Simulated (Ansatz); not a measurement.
## CdSe under changes of volume

One of the cells (23.738 Å³/atom); the others are scaled copies at fixed shape and fractional positions:

```
Cd Se
1.0
     0.00000    2.87396    2.87396
     2.87396    0.00000    2.87396
     2.87396    2.87396    0.00000
Cd Se
1 1
Direct
  0.00000 0.00000 0.00000
  0.50000 0.50000 0.50000
```

Measurements of this composition are mostly on another form, of space group No. 186.

| Property | Result |
| --- | --- |
| Program | Ansatz 0.2.0 |
| Functional | HSE06 |
| Potentials or basis | Ansatz PAW |
| Cutoff | 420 eV (not typed: the program's choice for these potentials) |
| k mesh | 6 × 6 × 6 |
| Occupations | fermi-dirac, width 0.05 eV |
| Spin | no spin polarisation |

```csv
volume (Å³/atom),energy over the lowest point (meV/atom),pressure (GPa),gap on the mesh (eV)
22.314,?,?,?
22.788,0.00,0.6,0.39
23.263,0.15,-0.8,0.38
23.738,4.32,-2.0,0.38
24.213,11.97,-3.1,0.37
24.687,22.69,-4.1,0.36
25.162,36.18,-5.0,0.35
```

What does the run at 22.314 Å³/atom give?

Energy over the lowest point 4.24 meV/atom; pressure 2.2 GPa; gap on the mesh 0.39 eV.

Worked out: A Birch-Murnaghan fit of order 3 (a polynomial in V^(-2/3)) to the other rows has its minimum at 23.00 Å³/atom with B0 = V·E''(V) = 70 GPa and B' = 5.1. It gives 4.33 meV/atom at 22.314 Å³/atom, against the run's 4.24, and -dE/dV = 2.3 GPa, against 2.2. A straight line through the other rows of the gap, of slope -0.388 eV per unit of ln V, extrapolates to 0.40 eV, against the run's 0.39.

Energies are extrapolated to zero smearing.

Caveats: the PAW data sets come from PBE, with cores solved anew for the run's functional, which leaves a small shift of forces and pressure; the thresholds are loose for stress.

A mesh can miss the band edges. Spin-orbit coupling on Cd, Se is left out.
